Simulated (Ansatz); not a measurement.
# PtSe2: the cost of one run

Program: Ansatz 0.2.0. Level of theory: DFT PBEsol, scalar-relativistic, plane waves, PAW. These are calculated values, not measurements.

The COD entry's cell or inner coordinates are ideal or old and differ from later refinements, so a difference from it is no clean test against experiment.

6 further runs of the same task are left out: 1 that didn't finish, 5 set aside as unsound or not needed.

## Step 1: The starting structure

Symmetry: P-3m1, No. 164, trigonal system. The conventional cell has a = 3.761 Å, b = 3.761 Å, c = 4.859 Å, α = 90.00°, β = 90.00°, γ = 120.00°. Pt (site symmetry -3m) is surrounded by 6 Se at 2.51 Å. Se (site symmetry 3m) has 3 Pt at 2.51 Å as nearest neighbours.

As a file:

```xyz
3
Lattice="3.7608 0.0000 0.0000 -1.8804 3.2569 0.0000 0.0000 0.0000 4.8587" Properties=species:S:1:pos:R:3 pbc="T T T"
Pt    0.0000    0.0000    0.0000
Se    0.0000    2.1713    1.2690
Se    1.8804    1.0856    3.5898
```

It is the result of an earlier relaxation at this level (volume 19.84 Å³/atom; gap on the mesh: none (metal)).

## Step 2: Linear response at Γ

Input file input.yaml:

```yaml
crystal:
  lattice:
    - [3.7659499935, 0.0, 0.0]
    - [-1.8829749967, 3.2614083637, 0.0]
    - [0.0, 0.0, 4.9623379581]
  atoms:
    - { symbol: Pt, position: [0.0, 0.0, 0.0] }
    - { symbol: Se, position: [0.3333333333, 0.6666666667, 0.2560383608] }
    - { symbol: Se, position: [0.6666666667, 0.3333333333, 0.7439616392] }
basis:
  ecutwfc: 420
kpoints:
  mp_grid: { grid: [12, 12, 8] }
hamiltonian:
  xc: pbesol
scf:
  occupations: { method: fermi_dirac, width: 0.15 }
output:
  eigenvalues: true
phonons:
  method: dfpt
  eigenvectors: true
```

Run with:

```sh
> ansatz run input.yaml --threads 1 --pin off --max-ram 3072MiB --backend cpu --events-out ev --progress --plain --runs-dir out
```

**Question.** How long does this run take on 1 thread of AMD EPYC 9R45 (Zen 5), shared host, and how much memory does it need?

About 1.8 min, with a peak of 2 GiB.
